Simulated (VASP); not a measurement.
# HfB2 (P6/mmm) in VASP: a series of runs

The runs below take HfB2 through single point, with PBEsol.

Program: VASP 6.6.1. These are calculated values, not measurements. Logs are shortened: lines on timing, memory, paths and dates and some standing lists are left out, and cuts for length are marked.

### Step 1. Starting point

Symmetry: P6/mmm, No. 191, hexagonal system. The conventional cell has a = 3.140 Å, b = 3.140 Å, c = 3.480 Å, α = 90.00°, β = 90.00°, γ = 120.00°. Hf (site symmetry 6/mmm) has 12 B at 2.51 Å as nearest neighbours. B (site symmetry -6m2) is surrounded by 3 B at 1.81 Å.

### Step 2. Single point, PBEsol

INCAR reads:

```
SYSTEM = HfB2
  PREC = Accurate
  ENCUT = 460
  EDIFF = 1E-7
  ISMEAR = -1
  SIGMA = 0.15
  LREAL = .FALSE.
  LASPH = .TRUE.
  NELM = 100
  ALGO = Normal
  ISIF = 2
  LWAVE = .FALSE.
  LCHARG = .FALSE.
  GGA = PS
  NBANDS = 12
  ADDGRID = .FALSE.
```

KPOINTS reads:

```
Automatic mesh
0
G
  15 15 12
  0 0 0
```

POSCAR reads:

```
HfB2
1.0
    3.1400000000      0.0000000000      0.0000000000
   -1.5700000000      2.7193197679      0.0000000000
    0.0000000000      0.0000000000      3.4800000000
Hf B
1 2
Direct
    0.0000000000      0.0000000000      0.0000000000
    0.6666666667      0.3333333333      0.5000000000
    0.3333333333      0.6666666667      0.5000000000
```

Potentials or basis: VASP PAW PBE potentials, release 64 (Hf, B).

Command:

```
> cat potpaw_PBE.64/Hf/POTCAR potpaw_PBE.64/B/POTCAR > POTCAR
> mpirun -np 1 vasp_std > vasp.out
```

OUTCAR:

```text
SYSTEM = HfB2
   PREC = Accurate
   ENCUT = 460
   EDIFF = 1E-7
   ISMEAR = -1
   LREAL = .FALSE.
   LASPH = .TRUE.
   NELM = 100
   ISIF = 2
   GGA = PS

 Found    189 irreducible k-points:

 Following reciprocal coordinates:
            Coordinates               Weight
  0.000000  0.000000  0.000000      1.000000
  0.066667 -0.000000  0.000000      6.000000
  0.133333  0.000000  0.000000      6.000000
  0.200000  0.000000  0.000000      6.000000
  0.266667  0.000000  0.000000      6.000000
  0.333333  0.000000  0.000000      6.000000
   k-points           NKPTS =    189   k-points in BZ     NKDIM =    189   number of bands    NBANDS=     12
   number of dos      NEDOS =    301   number of ions     NIONS =      3
   total plane-waves  NPLWV =  13824
   dimension x,y,z NGX =    24 NGY =   24 NGZ =   24
   dimension x,y,z NGXF=    48 NGYF=   48 NGZF=   48
   ions per type =               1   2
   NGX,Y,Z   is equivalent  to a cutoff of  12.71, 12.71, 11.47 a.u.
   NGXF,Y,Z  is equivalent  to a cutoff of  25.41, 25.41, 22.93 a.u.
 SYSTEM =  HfB2
   PREC   = accura    normal or accurate (medium, high low for compatibility)
   ISTART =      0    job   : 0-new  1-cont  2-samecut
   ICHARG =      2    charge: 1-file 2-atom 10-const
   ISPIN  =      1    spin polarized calculation?
   LNONCOLLINEAR =      F non collinear calculations
   LSORBIT =      F    spin-orbit coupling
   LASPH  =      T    aspherical Exc in radial PAW
   ENCUT  =  460.0 eV  33.81 Ry    5.81 a.u.   5.49  5.49  6.09*2*pi/ulx,y,z
   NELM   =    100;   NELMIN=  2; NELMDL= -5     # of ELM steps
   EDIFF  = 0.1E-06   stopping-criterion for ELM
   LREAL  =      F    real-space projection
   EDIFFG = 0.1E-05   stopping-criterion for IOM
   NSW    =      0    number of steps for IOM
   IBRION =     -1    ionic relax: 0-MD 1-quasi-New 2-CG
   NFREE  =      0    steps in history (QN), initial steepest desc. (CG)
   ISIF   =      2    stress and relaxation
   ISYM   =      2    0-nonsym 1-usesym 2-fastsym
   POTIM  = 0.5000    time-step for ionic-motion
   TEBEG  =    0.0;   TEEND  =   0.0 temperature during run
   PSTRESS=    0.0 pullay stress
   NELECT =      10.0000    total number of electrons
   NUPDOWN=      -1.0000    fix difference up-down
   EMIN   =  10.00;   EMAX   =-10.00  energy-range for DOS
   EFERMI =   0.00;   METHOD = LEGACY
   ISMEAR =    -1;   SIGMA  =   0.15  broadening in eV -4-tet -1-fermi 0-gaus
   EFERMI_NEDOS =   21; number of points for ismear=-14 and -15
   IALGO  =     38    algorithm
   IMIX   =      4    mixing-type and parameters
     AMIX     =   0.40;   BMIX     =  1.00
     AMIX_MAG =   1.60;   BMIX_MAG =  1.00
  volume/ion in A,a.u.               =       9.90        66.84
  Fermi-wavevector in a.u.,A,eV,Ry     =   1.138724  2.151876 17.642568  1.296692
  Thomas-Fermi vector in A             =   2.275428
   LORBIT       =      0    0 simple, 1 ext, 2 COOP (PROOUT), +10 PAW based schemes
   GGA     = PS    functional components
   LHFCALC =     F    Hartree Fock is set to
   AEXX    =    0.0000 exact exchange contribution
   IVDW    =     0    specifies the selected vdW correction
   LEPSILON=     F    determine dielectric tensor
   LRPA    =     F    only Hartree local field effects (RPA)
 non-spin polarized calculation
  energy-cutoff  :      460.00
  volume of cell :       29.71
 maximum number of plane-waves:       690
 NGX is ok and might be reduce to    24
   NGX = 11   NGY = 11   NGZ = 13

 number of electron      10.0000000 magnetization

 Free energy of the ion-electron system (eV)
  ---------------------------------------------------
  ext. energy  EPLUGINS =         0.00000000
  ---------------------------------------------------
  free energy    TOTEN  =       -27.93701913 eV

  energy without entropy =      -27.91714256  energy(sigma->0) =      -27.92708084

 E-fermi :   7.8249     XC(G=0): -12.4560

 val. band max:        7.8160597392   @ k =   0.4000   0.1333   0.0000
 cond. band min:       7.8566807836   @ k =   0.0667   0.0667   0.4167
 fundamental gap:      0.0406210444
 Fermi energy:         7.8248833878

 k-point     1 :       0.0000    0.0000    0.0000
  band No.  band energies     occupation
      1      -5.8944      2.00000
      2       4.7868      2.00000
      3       4.9453      2.00000
      4       4.9453      2.00000
      5       5.0545      2.00000
      6      11.8386      0.00000
      7      11.8386      0.00000
      8      12.5023      0.00000
      9      12.5023      0.00000
     10      12.8178      0.00000
     11      12.8178      0.00000
     12      12.8835      0.00000

 k-point     2 :       0.0667   -0.0000    0.0000
  band No.  band energies     occupation
      1      -5.8024      2.00000
      2       4.6656      2.00000
      3       4.8854      2.00000
      4       4.9406      2.00000
      5       4.9687      2.00000
      6      11.6363      0.00000
      7      11.7701      0.00000
      8      11.9358      0.00000
      9      11.9674      0.00000
     10      13.1865      0.00000
     11      13.5084      0.00000
     12      13.6637      0.00000

 k-point     3 :       0.1333    0.0000    0.0000
  band No.  band energies     occupation
      1      -5.5311      2.00000
      2       3.9549      2.00000
      3       4.7466      2.00000
      4       4.9141      2.00000
      5       5.1424      2.00000
      6      10.6643      0.00000
      7      11.5636      0.00000
      8      11.5843      0.00000
      9      12.1874      0.00000
     10      13.6745      0.00000
     11      14.3965      0.00000
     12      14.8761      0.00000

 k-point     4 :       0.2000    0.0000    0.0000
  band No.  band energies     occupation
      1      -5.0946      2.00000
      2       3.0224      2.00000
      3       4.4624      2.00000
      4       4.8446      2.00000
      5       5.4302      2.00000
      6      10.0064      0.00000
      7      11.3291      0.00000
      8      11.5480      0.00000
      9      12.0207      0.00000
     10      13.8488      0.00000
     11      14.9591      0.00000
     12      15.7251      0.00000

 k-point     5 :       0.2667    0.0000    0.0000
  band No.  band energies     occupation
      1      -4.5129      2.00000
      2       2.0036      2.00000
      3       4.1835      2.00000
      4       4.7300      2.00000
      5       5.5304      2.00000
      6       9.9647      0.00000
      7      11.0588      0.00000
      8      11.4114      0.00000
      9      11.8700      0.00000
     10      13.8887      0.00000
     11      15.7396      0.00000
     12      17.2447      0.00000

 k-point     6 :       0.3333    0.0000    0.0000
  band No.  band energies     occupation
      1      -3.8091      2.00000
      2       0.9644      2.00000
      3       3.9528      2.00000
      4       4.5967      2.00000
      5       5.3662      2.00000
      6      10.6465      0.00000
      7      10.7568      0.00000
      8      10.8193      0.00000
      9      12.4341      0.00000
     10      13.8845      0.00000
     11      16.8543      0.00000
     12      18.1923      0.00000

 [... further k-points ...]

------------------------ aborting loop because EDIFF is reached ----------------------------------------

  FORCE on cell =-STRESS in cart. coord.  units (eV):
  Direction    XX          YY          ZZ          XY          YZ          ZX
  --------------------------------------------------------------------------------------
  -------------------------------------------------------------------------------------
  Total       -0.6955468     -0.6955468     -0.8425626      0.0000000     -0.0000000      0.0000000
  in kB      -37.5031496    -37.5031496    -45.4300880      0.0000000     -0.0000000      0.0000000
  external PRESSURE =     -40.1454624 kB  Pullay stress =       0.0000000 kB

 VOLUME and BASIS-vectors are now :
 -----------------------------------------------------------------------------
  energy-cutoff  :      460.00
  volume of cell :       29.71
      direct lattice vectors                 reciprocal lattice vectors
     3.140000000  0.000000000  0.000000000     0.318471338  0.183869512  0.000000000
    -1.570000000  2.719319768  0.000000000     0.000000000  0.367739025  0.000000000
     0.000000000  0.000000000  3.480000000     0.000000000  0.000000000  0.287356322

 POSITION                                       TOTAL-FORCE (eV/Angst)
 -----------------------------------------------------------------------------------
      0.00000      0.00000      0.00000         0.000000      0.000000      0.000000
      1.57000      0.90644      1.74000         0.000000     -0.000000     -0.000000
     -0.00000      1.81288      1.74000        -0.000000      0.000000      0.000000
 -----------------------------------------------------------------------------------
    total drift:                                0.000000     -0.000000      0.000000

  FREE ENERGIE OF THE ION-ELECTRON SYSTEM (eV)
  ---------------------------------------------------
  free  energy   TOTEN  =       -27.9370191285 eV

  energy  without entropy=      -27.9171425580  energy(sigma->0) =      -27.92708084
```

Run time: 20 s. Hardware: 1 thread of Intel Xeon Platinum 8559C (Emerald Rapids), shared host; peak memory 0.18 GiB.

These settings aren't checked as converged: the numbers below hold their error.

What came out:

* Free energy: -27.9370 eV
* Pressure: -4.0 GPa
* Band gap on the k mesh: none (metal or under the smearing width)

Caveat: the PAW data sets were made with another functional, which shifts forces and pressure a little.

### Step 3. Single point, PBEsol

INCAR is that of step 2.

KPOINTS is that of step 2.

POSCAR reads:

```
HfB2
1.0
    3.1400000000      0.0000000000      0.0000000000
   -1.5700000000      2.7193197679      0.0000000000
    0.0000000000      0.0000000000      3.4800000000
Hf B
1 2
Direct
   -0.0142630000      0.0046330000     -0.0059370000
    0.6696320000      0.3380360000      0.4871880000
    0.3055440000      0.6904850000      0.5067950000
```

Potentials or basis: VASP PAW PBE potentials, release 64 (Hf, B).

Command:

```
> cat potpaw_PBE.64/Hf/POTCAR potpaw_PBE.64/B/POTCAR > POTCAR
> mpirun -np 1 vasp_std > vasp.out
```

OUTCAR:

```text
SYSTEM = HfB2
   PREC = Accurate
   ENCUT = 460
   EDIFF = 1E-7
   ISMEAR = -1
   LREAL = .FALSE.
   LASPH = .TRUE.
   NELM = 100
   ISIF = 2
   GGA = PS

 Found   1351 irreducible k-points:

 Following reciprocal coordinates:
            Coordinates               Weight
  0.000000  0.000000  0.000000      1.000000
  0.066667 -0.000000  0.000000      2.000000
  0.000000  0.066667  0.000000      2.000000
 -0.066667  0.066667  0.000000      2.000000
  0.133333  0.000000  0.000000      2.000000
  0.000000  0.133333  0.000000      2.000000
   k-points           NKPTS =   1351   k-points in BZ     NKDIM =   1351   number of bands    NBANDS=     12
   number of dos      NEDOS =    301   number of ions     NIONS =      3
   total plane-waves  NPLWV =  13824
   dimension x,y,z NGX =    24 NGY =   24 NGZ =   24
   dimension x,y,z NGXF=    48 NGYF=   48 NGZF=   48
   ions per type =               1   2
   NGX,Y,Z   is equivalent  to a cutoff of  12.71, 12.71, 11.47 a.u.
   NGXF,Y,Z  is equivalent  to a cutoff of  25.41, 25.41, 22.93 a.u.
 SYSTEM =  HfB2
   PREC   = accura    normal or accurate (medium, high low for compatibility)
   ISTART =      0    job   : 0-new  1-cont  2-samecut
   ICHARG =      2    charge: 1-file 2-atom 10-const
   ISPIN  =      1    spin polarized calculation?
   LNONCOLLINEAR =      F non collinear calculations
   LSORBIT =      F    spin-orbit coupling
   LASPH  =      T    aspherical Exc in radial PAW
   ENCUT  =  460.0 eV  33.81 Ry    5.81 a.u.   5.49  5.49  6.09*2*pi/ulx,y,z
   NELM   =    100;   NELMIN=  2; NELMDL= -5     # of ELM steps
   EDIFF  = 0.1E-06   stopping-criterion for ELM
   LREAL  =      F    real-space projection
   EDIFFG = 0.1E-05   stopping-criterion for IOM
   NSW    =      0    number of steps for IOM
   IBRION =     -1    ionic relax: 0-MD 1-quasi-New 2-CG
   NFREE  =      0    steps in history (QN), initial steepest desc. (CG)
   ISIF   =      2    stress and relaxation
   ISYM   =      2    0-nonsym 1-usesym 2-fastsym
   POTIM  = 0.5000    time-step for ionic-motion
   TEBEG  =    0.0;   TEEND  =   0.0 temperature during run
   PSTRESS=    0.0 pullay stress
   NELECT =      10.0000    total number of electrons
   NUPDOWN=      -1.0000    fix difference up-down
   EMIN   =  10.00;   EMAX   =-10.00  energy-range for DOS
   EFERMI =   0.00;   METHOD = LEGACY
   ISMEAR =    -1;   SIGMA  =   0.15  broadening in eV -4-tet -1-fermi 0-gaus
   EFERMI_NEDOS =   21; number of points for ismear=-14 and -15
   IALGO  =     38    algorithm
   IMIX   =      4    mixing-type and parameters
     AMIX     =   0.40;   BMIX     =  1.00
     AMIX_MAG =   1.60;   BMIX_MAG =  1.00
  volume/ion in A,a.u.               =       9.90        66.84
  Fermi-wavevector in a.u.,A,eV,Ry     =   1.138724  2.151876 17.642568  1.296692
  Thomas-Fermi vector in A             =   2.275428
   LORBIT       =      0    0 simple, 1 ext, 2 COOP (PROOUT), +10 PAW based schemes
   GGA     = PS    functional components
   LHFCALC =     F    Hartree Fock is set to
   AEXX    =    0.0000 exact exchange contribution
   IVDW    =     0    specifies the selected vdW correction
   LEPSILON=     F    determine dielectric tensor
   LRPA    =     F    only Hartree local field effects (RPA)
 non-spin polarized calculation
  energy-cutoff  :      460.00
  volume of cell :       29.71
 maximum number of plane-waves:       690
 NGX is ok and might be reduce to    24
   NGX = 11   NGY = 11   NGZ = 13

 number of electron      10.0000000 magnetization

 Free energy of the ion-electron system (eV)
  ---------------------------------------------------
  ext. energy  EPLUGINS =         0.00000000
  ---------------------------------------------------
  free energy    TOTEN  =       -27.80592035 eV

  energy without entropy =      -27.78531540  energy(sigma->0) =      -27.79561788

 E-fermi :   7.7855     XC(G=0): -12.4523

 val. band max:        7.7842231125   @ k =   0.0667   0.0667   0.2500
 cond. band min:       7.7857280802   @ k =  -0.0667   0.1333   0.5000
 fundamental gap:      0.0015049677
 Fermi energy:         7.7855355008

 k-point     1 :       0.0000    0.0000    0.0000
  band No.  band energies     occupation
      1      -5.9020      2.00000
      2       4.3754      2.00000
      3       4.7259      2.00000
      4       5.0464      2.00000
      5       5.5468      2.00000
      6      11.5577      0.00000
      7      11.7188      0.00000
      8      11.9399      0.00000
      9      12.1303      0.00000
     10      12.8341      0.00000
     11      13.1111      0.00000
     12      13.9729      0.00000

 k-point     2 :       0.0667   -0.0000    0.0000
  band No.  band energies     occupation
      1      -5.8115      2.00000
      2       4.1676      2.00000
      3       4.8097      2.00000
      4       4.9828      2.00000
      5       5.4965      2.00000
      6      11.1192      0.00000
      7      11.6284      0.00000
      8      11.9907      0.00000
      9      12.0851      0.00000
     10      12.9300      0.00000
     11      13.4843      0.00000
     12      14.3247      0.00000

 k-point     3 :       0.0000    0.0667    0.0000
  band No.  band energies     occupation
      1      -5.8109      2.00000
      2       4.1915      2.00000
      3       4.8007      2.00000
      4       4.9769      2.00000
      5       5.4749      2.00000
      6      11.0920      0.00000
      7      11.6387      0.00000
      8      12.0038      0.00000
      9      12.1996      0.00000
     10      12.8477      0.00000
     11      13.3899      0.00000
     12      14.4401      0.00000

 k-point     4 :      -0.0667    0.0667    0.0000
  band No.  band energies     occupation
      1      -5.8081      2.00000
      2       4.3750      2.00000
      3       4.8014      2.00000
      4       4.9486      2.00000
      5       5.2293      2.00000
      6      11.2050      0.00000
      7      11.8521      0.00000
      8      11.8758      0.00000
      9      11.9623      0.00000
     10      12.8569      0.00000
     11      13.6688      0.00000
     12      14.4503      0.00000

 k-point     5 :       0.1333    0.0000    0.0000
  band No.  band energies     occupation
      1      -5.5449      2.00000
      2       3.5797      2.00000
      3       4.7639      2.00000
      4       5.0703      2.00000
      5       5.4131      2.00000
      6      10.5083      0.00000
      7      11.4336      0.00000
      8      11.5429      0.00000
      9      12.0719      0.00000
     10      13.4493      0.00000
     11      14.3623      0.00000
     12      14.9541      0.00000

 k-point     6 :       0.0000    0.1333    0.0000
  band No.  band energies     occupation
      1      -5.5426      2.00000
      2       3.6261      2.00000
      3       4.7450      2.00000
      4       5.0437      2.00000
      5       5.3714      2.00000
      6      10.4540      0.00000
      7      11.4633      0.00000
      8      11.6520      0.00000
      9      12.1215      0.00000
     10      13.3410      0.00000
     11      14.3531      0.00000
     12      14.9482      0.00000

 [... further k-points ...]

------------------------ aborting loop because EDIFF is reached ----------------------------------------

  FORCE on cell =-STRESS in cart. coord.  units (eV):
  Direction    XX          YY          ZZ          XY          YZ          ZX
  --------------------------------------------------------------------------------------
  -------------------------------------------------------------------------------------
  Total       -0.0675708     -0.4361577     -0.8133032     -0.2417866      0.0497024     -0.0771013
  in kB       -3.6433467    -23.5171622    -43.8524550    -13.0368796      2.6799011     -4.1572193
  external PRESSURE =     -23.6709880 kB  Pullay stress =       0.0000000 kB

 VOLUME and BASIS-vectors are now :
 -----------------------------------------------------------------------------
  energy-cutoff  :      460.00
  volume of cell :       29.71
      direct lattice vectors                 reciprocal lattice vectors
     3.140000000  0.000000000  0.000000000     0.318471338  0.183869512  0.000000000
    -1.570000000  2.719319768  0.000000000     0.000000000  0.367739025  0.000000000
     0.000000000  0.000000000  3.480000000     0.000000000  0.000000000  0.287356322

 POSITION                                       TOTAL-FORCE (eV/Angst)
 -----------------------------------------------------------------------------------
      3.08794      0.01260      3.45934        -0.166708      0.367305      0.164884
      1.57193      0.91923      1.69541        -1.389881      0.297662      0.305850
     -0.12465      1.87765      1.76365         1.556589     -0.664967     -0.470734
 -----------------------------------------------------------------------------------
    total drift:                                0.000007      0.000000     -0.000026

  FREE ENERGIE OF THE ION-ELECTRON SYSTEM (eV)
  ---------------------------------------------------
  free  energy   TOTEN  =       -27.8059203549 eV

  energy  without entropy=      -27.7853154038  energy(sigma->0) =      -27.79561788
```

stdout:

```text
POSCAR found type information on POSCAR HfB
 POSCAR found :  2 types and       3 ions
 scaLAPACK will be used
 -----------------------------------------------------------------------------
|                                                                             |
|                                                                             |
|     You enforced a specific xc type in the INCAR file but a different       |
|     I HOPE YOU KNOW WHAT YOU ARE DOING!                                     |
|                                                                             |
 -----------------------------------------------------------------------------

 LDA part: xc-table for (Slater+PW92), standard interpolation
 POSCAR, INCAR and KPOINTS ok, starting setup
 FFT: planning ... GRIDC
 FFT: planning ... GRID_SOFT
 FFT: planning ... GRID
 WAVECAR not read
 entering main loop
```

Wall time 2.2 min (1 thread of Intel Xeon Platinum 8559C (Emerald Rapids), shared host); peak memory 0.53 GiB.

These settings aren't checked as converged: the numbers below hold their error.

What came out:

- Free energy: -27.8059 eV
- Pressure: -2.4 GPa
- Largest force: 1.757 eV/Å
- Band gap on the k mesh: none (metal or under the smearing width)

Caveat: the PAW data sets were made with another functional, which shifts forces and pressure a little.

(Continued in part 2 of 2.)
